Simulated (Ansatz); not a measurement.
TiAl: energy against volume and a worked fit

```xyz
2
Lattice="3.1791 0.0000 0.0000 0.0000 3.1791 0.0000 0.0000 0.0000 3.1791" Properties=species:S:1:pos:R:3 pbc="T T T"
Ti    0.0000    0.0000    0.0000
Al    1.5895    1.5895    1.5895
```

The cell comes from a database or a generator and needn't be the stable form of this composition.

The cell was scaled at fixed shape and fractions and run with Ansatz, Ansatz PAW, cutoff 420 eV; HSE06, k mesh 6 × 6 × 6 on the cell of 2 atoms, fermi-dirac occupations of 0.05 eV, no spin polarisation, no spin-orbit coupling. The potentials were made for PBE. Energies are those that the program minimises, any entropy of the smearing included. For a metal such a mesh isn't converged to the digits shown.

```csv
V (Å³/atom),energy over the lowest row (meV/atom)
15.1007,12.58
15.4219,3.45
15.7432,0.00
16.0645,1.70
16.3858,8.01
16.7071,?
17.0284,32.86
```

Q: Fit the third-order Birch-Murnaghan form, give V0, B0 and B′, and predict the energy left open.

A: With y = (V0/V)^(2/3), E = E0 + (9 V0 B0/16) [(y - 1)³ B′ + (y - 1)² (6 - 4y)]. Least squares through the rows shown give V0 = 15.7934 Å³/atom, E0 = -0.06 meV, B0 = 123.8 GPa (1 eV/Å³ = 160.218 GPa) and B′ = 3.97, with a largest miss of 0.01 meV. At V = 16.7071 the form with these constants gives 18.54 meV; the run gave 18.54 meV an atom.

The energy curve of this CsCl-type cell is smooth and slightly anharmonic: compression costs more than an equal expansion, as the positive B′ of 3.97 expresses, because short-range repulsion rises faster than the bonding weakens on stretching. The fitted volume of 15.7934 Å³/atom lies below the atomic volumes of both elemental metals, and the modulus of 123.8 GPa lies above those of both. This suggests that bonding between unlike atoms, probably through mixing of Ti 3d with Al 3s and 3p states, is stronger than a simple average of the elements would give, though no density of states or charge analysis is there to confirm it.

The recovered energy at 16.7071 Å³/atom is an interpolation, so it supports the fitted form within the sampled range but is no independent test of the modulus. Nor does a minimum in volume establish mechanical stability: the tetragonal Bain strain that leads from this cubic arrangement towards the L1₀ structure known for TiAl leaves the path sampled here.
